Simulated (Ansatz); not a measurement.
System: cubic perovskite CsPbI₃ (cubic high-temperature phase). Method: r²SCAN+SOC in Ansatz (plane waves, PAW).

Numerical settings: plane-wave cutoff 560 eV, 6×6×6 k mesh, Fermi–Dirac smearing 0.01 eV, PAW data made under PBE.

Energies at three volumes about the minimum:

```json
[
 {"V (Å³/atom)": "49.782", "E − E_lowest (meV/atom)": "1.08"},
 {"V (Å³/atom)": "50.798", "E − E_lowest (meV/atom)": "0.00"},
 {"V (Å³/atom)": "51.814", "E − E_lowest (meV/atom)": "1.01"}
]
```

Problem. Fit a parabola by hand: where is the minimum, what lattice constant follows, and what is the bulk modulus?

Solution. Slopes: (0.00 − 1.08)/(50.798 − 49.782) = -1.063 and (1.01 − 0.00)/(51.814 − 50.798) = 0.994 meV/Å³. Curvature E″ = 2 × (0.994 − (-1.063))/(51.814 − 49.782) = 2.025 meV/Å⁶. From the middle of the first interval, the slope vanishes at V0 = 50.2900 − (-1.063)/2.025 = 50.815 Å³/atom. B = V0 E″ = 50.815 × 2.025 meV/Å³ × 0.1602 GPa per meV/Å³ = 16.5 GPa. With 5 atoms in the cube, a = (5 × 50.815)^(1/3) = 6.334 Å. The full Birch–Murnaghan fit to all volumes gives V0 = 50.795 Å³/atom and B0 = 16.4 GPa.

Note: the relaxation could not lower the start's symmetry, so the cell can be a saddle point above a distorted one.

Ansatz is a program for electronic structure.
